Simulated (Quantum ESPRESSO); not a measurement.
**CdSe under changes of volume**

One of the cells (22.499 Å³/atom); the others are scaled copies at fixed shape and fractional positions:

```xyz
2
Lattice="3.5569 0.0000 0.0000 0.0000 3.5569 0.0000 0.0000 0.0000 3.5569" Properties=species:S:1:pos:R:3 pbc="T T T"
Cd    1.7784    1.7784    1.7784
Se    0.0000    0.0000    0.0000
```

The cell was built by a generator and needn't be a form met in nature.

```yaml
Program: Quantum ESPRESSO 7.5
Functional: PBE
Potentials_or_basis: SSSP 1.3 efficiency PBE
Cutoff: 816 eV
Density_cutoff: 6531 eV
k_mesh: 8 × 8 × 8
Occupations: fermi-dirac, width 0.05 eV
Spin: no spin polarisation
```

```tsv
volume (Å³/atom)	energy over the lowest point (meV/atom)	pressure (GPa)
21.149	?	?
21.599	7.50	2.6
22.049	1.94	1.2
22.499	0.00	0.0
22.949	1.33	-1.1
23.399	5.61	-2.1
23.849	12.52	-3.0
```

Task: What does the run at 21.149 Å³/atom give?

Result: Energy over the lowest point 17.10 meV/atom; pressure 4.1 GPa.

Worked out: A Birch-Murnaghan fit of order 3 (a polynomial in V^(-2/3)) to the other rows has its minimum at 22.53 Å³/atom with B0 = V·E''(V) = 58 GPa and B' = 4.3. It gives 17.10 meV/atom at 21.149 Å³/atom, against the run's 17.10, and -dE/dV = 4.2 GPa, against 4.1.

Energies are extrapolated to zero smearing.
